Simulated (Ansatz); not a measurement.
From barrier to diffusion: H in TiAl3

Method: Ansatz 0.2.0, DFT PBE, scalar-relativistic, plane waves, PAW. Settings: 420 eV cutoff, 4×4×4 k-mesh, shifted by half a step, Gaussian smearing of 0.10 eV, no spin polarisation.

Host crystal, relaxed:

```
Ti Al
1.0
    -1.92267    1.92267    4.31140
     1.92267   -1.92267    4.31140
     1.92267    1.92267   -4.31140
Ti Al
1 3
Direct
  0.00000 0.00000 0.00000
  0.50000 0.50000 0.00000
  0.75000 0.25000 0.50000
  0.25000 0.75000 0.50000
```

In a supercell of 20 host sites, interstitial H hops to an equivalent place, moving 2.81 Å. Climbing-image nudged elastic band at fixed cell; the order of the saddle wasn't checked, and the small cell leaves errors of about a tenth of an eV. Zero-point motion and tunnelling, which matter for H, are left out.

```
image path (Å) E − E(0) (eV)
    0      0.00          0.000
    1      0.53          0.143
    2      1.07          0.502
    3      1.60          0.981
    4      2.14          0.502
    5      2.67          0.143
    6      3.21          0.000
```

Task: What are the barriers forward and back, and what attempt frequency does the shape suggest?

Result: Forward 0.98 eV, back 0.98 eV, the ends being level. For a sinusoidal profile E_b sin²(πx/l), with the H atom alone moving, ν = (1/l)√(E_b/2m) = 2.4×10¹³ s⁻¹, within an order of magnitude of the customary 10¹³ s⁻¹; a true prefactor needs the vibrations at the minimum and at the saddle.

Task: With ν = 10¹³ s⁻¹, give the forward jump rate along this one path, the wait 1/k for that jump, the diffusivity D ≈ l²k and the distance √(Dt) covered in an hour at 300, 600 and 1000 K, taking the host as solid throughout.

Result: k = ν exp(−E_b/k_BT):
| T (K) | k (1/s) | wait (s) | D (cm²/s) | √(Dt) in 1 h (nm) |
| --- | --- | --- | --- | --- |
| 300 | 3.3×10⁻⁴ | 3011 | 2.6×10⁻¹⁹ | 0.31 |
| 600 | 5.8×10⁴ | 1.7×10⁻⁵ | 4.5×10⁻¹¹ | 4045 |
| 1000 | 1.1×10⁸ | 8.8×10⁻⁹ | 9.0×10⁻⁸ | 1.8×10⁵ |

D = l²k holds for six equivalent jumps in three dimensions (z l²k/6) and is a scale otherwise. Long-range transport needs a connected net of such jumps, and traps slow it. D is that of an interstitial already there. An error of 0.1 eV in the barrier changes k by a factor of 48 at 300 K and 3.2 at 1000 K.

Cost: 1 run of about 50 core-minutes, on Intel Xeon Processor @ 2.50GHz (Skylake/Cascade Lake) (shared hosts).